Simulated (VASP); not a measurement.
Wanted: the native input for a VASP 6.6.1 run.

- Task: relaxation of cell and atoms
- Functional: PBE
- Potentials or basis: VASP PAW PBE potentials, release 64 (Ru_pv)
- Cutoff: 600 eV
- k mesh: 6 × 6 × 6
- Occupations: gaussian, width 0.1 eV
- Spin: no spin polarisation
- Dipole correction: no
- Further INCAR settings: ALGO = Fast; EDIFF = 1e-06; IBRION = 2; EDIFFG = -0.04; NSW = 90; ISIF = 3

The structure of Ru lies in POSCAR:

```
Ru
1.0
    4.4642422224      0.0000000000      0.0000000000
   -2.2321211112      3.8661471732      0.0000000000
    0.0000000000      0.0000000000      2.7367745798
Ru
3
Direct
    0.0000000000      0.0000000000      0.0000000000
    0.3333333333      0.6666666667      0.5000000000
    0.6666666667      0.3333333333      0.5000000000
```

The cell was built by a generator and needn't be a form met in nature.

One way to write it, as run:

INCAR

```
SYSTEM = Ru
ALGO = Fast
EDIFF = 1E-6
EDIFFG = -0.04
ENCUT = 600
GGA = PE
IBRION = 2
ISIF = 3
ISMEAR = 0
LASPH = .TRUE.
LCHARG = .FALSE.
LREAL = .FALSE.
LWAVE = .FALSE.
NELM = 100
NSW = 90
PREC = Accurate
SIGMA = 0.1
```

KPOINTS

```
k-points
0
G
  6 6 6
  0 0 0
```

Potentials or basis: VASP PAW PBE potentials, release 64 (Ru_pv).

Run with:

```bash
$ cat potpaw_PBE.64/Ru_pv/POTCAR > POTCAR
$ mpirun -np 1 vasp_std > vasp.out
```

Results of the run:

| Item | Value |
| --- | --- |
| Relaxed volume | 14.13 Å³/atom |
| Relaxed cell | a = 4.265 Å, b = 4.265 Å, c = 2.691 Å, α = 90.00°, β = 90.00°, γ = 120.00° |
| Space group after relaxing (to 0.05 Å) | P6/mmm (No. 191) |
| Energy gained by relaxing | 147.8 meV/atom |
| Ionic steps | 6 |
| Pressure after relaxing | 0.1 GPa |
| Band gap on the k mesh | none (metal or under the smearing width) |

Caveat: the k mesh is coarse (spacing up to 0.38 Å⁻¹), so the values aren't converged.

Wall time 2.5 min on 1 thread of AMD EPYC 9R45 (Zen 5), with other jobs on the host, peak memory 0.17 GiB.
